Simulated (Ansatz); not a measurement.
## Be2C, space group Fm-3m: cell relaxations under several functionals, step by step

Program: the Python package of Ansatz (0.2.0).

Notebook, run cell by cell (the value of a cell's last expression is shown):

**Cell 1**
```python
import ansatz as az
import numpy as np
```

**Cell 2**
```python
def edges_and_angles(cell):
    cell = np.asarray(cell)
    a, b, c = np.linalg.norm(cell, axis=1)
    cosines = cell[1] @ cell[2] / (b * c), cell[0] @ cell[2] / (a * c), cell[0] @ cell[1] / (a * b)
    return (a, b, c, *np.degrees(np.arccos(cosines)))
```

**Cell 3**
```python
lattice = az.Lattice.of(
    (0.0, 2.165, 2.165),
    (2.165, 0.0, 2.165),
    (2.165, 2.165, 0.0),
)
sites = [
    ("Be", (0.25, 0.25, 0.25)),
    ("Be", (0.75, 0.75, 0.75)),
    ("C", (0.0, 0.0, 0.0)),
]
cell = az.Crystal(lattice=lattice)
for symbol, position in sites:
    cell = cell.atom(symbol, position)
```

**Cell 4**
```python
cell.resolved().sites[-1]
```
Output:
```text
Site(symbol='C', position=(0.0, 0.0, 0.0), moment=None, axis=None, held=None, saved=None)
```

**Cell 5**
```python
base = (
    cell.calculation()
    .kpoints(mesh=(8, 8, 8), center="gamma")
    .occupations("fixed")
    .relax(cell=True, max_steps=100)
)
```

**Cell 6**
```python
levels = [("pbesol", "none"), ("r2scan", "none"), ("r2scan", "d4"), ("rpbe", "none")]
print("level            a       b       c    alpha   beta  gamma  V/atom  steps")
for name, dispersion in levels:
    seen = []
    run = base.functional(name, dispersion=dispersion).session().plan()
    done = run.execute(on_event=lambda e: seen.append(e) if e["event"] == "relax_step" else None)
    cell = done.lattice.cell_ang
    label = name if dispersion == "none" else f"{name}+{dispersion}"
    print("{:13s} {:7.4f} {:7.4f} {:7.4f} {:6.2f} {:6.2f} {:6.2f}".format(label, *edges_and_angles(cell)), f"{abs(np.linalg.det(cell)) / len(done.lattice.sites):7.3f} {len(seen):5d}")
```
Output:
```text
level            a       b       c    alpha   beta  gamma  V/atom  steps
DeckWarning: basis.ecutwfc = 420 eV, auto-derived from the records' recommended cutoffs: set by Be (normal level)
pbesol         3.0481  3.0481  3.0481  60.00  60.00  60.00   6.675     4
DeckWarning: basis.ecutwfc = 500 eV, auto-derived from the records' recommended cutoffs: set by Be (their level for a meta-GGA)
r2scan         3.0553  3.0553  3.0553  60.00  60.00  60.00   6.723     4
r2scan+d4      3.0481  3.0481  3.0481  60.00  60.00  60.00   6.675     4
rpbe           3.0821  3.0821  3.0821  60.00  60.00  60.00   6.901     6
```

From smallest to largest: r2SCAN+D4 (6.67 Å³ an atom, -1.3 % against the start), PBEsol (6.68 Å³ an atom, -1.3 % against the start), r2SCAN (6.72 Å³ an atom, -0.6 % against the start) and RPBE (6.90 Å³ an atom, +2.0 % against the start). The spread is 3.4 % in volume.

Notes:
- The settings weren't tested for convergence.
- Forces vanish by symmetry, so the ions can't move, and the end may be a saddle.
- Edges and angles are those of the cell as typed, here a primitive one, not of the conventional cell.
- The structure is a deposited one; some such entries were measured under pressure or heat, so a shift against it needn't be the functional's error alone.
- Warnings are shown shortened and without file and line.
- Wall time of the script: 18 s on 1 thread of Intel(R) Xeon(R) Platinum 8259CL CPU @ 2.50GHz (Skylake/Cascade Lake), on a shared host, peak memory 0.45 GiB.

(Lines on the test bed's own set-up are left out of the output.)
